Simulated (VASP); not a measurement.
The system is Au.

```xyz
1
Lattice="2.7484 0.0000 0.0000 0.0000 2.7484 0.0000 0.0000 0.0000 2.7484" Properties=species:S:1:pos:R:3 pbc="T T T"
Au    1.3742    1.3742    1.3742
```

The cell was built by a generator and needn't be a form met in nature.

Base run:

```yaml
Program: VASP 6.6.1
Functional: PW91
Potentials_or_basis: VASP PAW PBE potentials, release 64 (Au)
Cutoff: 520 eV
k_mesh: 10 × 10 × 10
Occupations: fermi-dirac, width 0.05 eV
Spin: no spin polarisation
```

Its results: pressure 0.6 GPa.

After a change of settings the same cell gave: pressure -6.5 GPa. Which change was it?
A. functional from PW91 to PBEsol
B. functional from PW91 to r2SCAN; further incar settings from ALGO = Fast; EDIFF = 1e-06 to ALGO = Normal; EDIFF = 1e-06
C. functional from PW91 to TPSS; further incar settings from ALGO = Fast; EDIFF = 1e-06 to ALGO = Normal; EDIFF = 1e-06
D. functional from PW91 to PBE

A.

PBEsol binds more tightly than PW91, so the same cell stands under less pressure.

Caveats: the PAW data sets were made with another functional, which shifts forces and pressure a little.
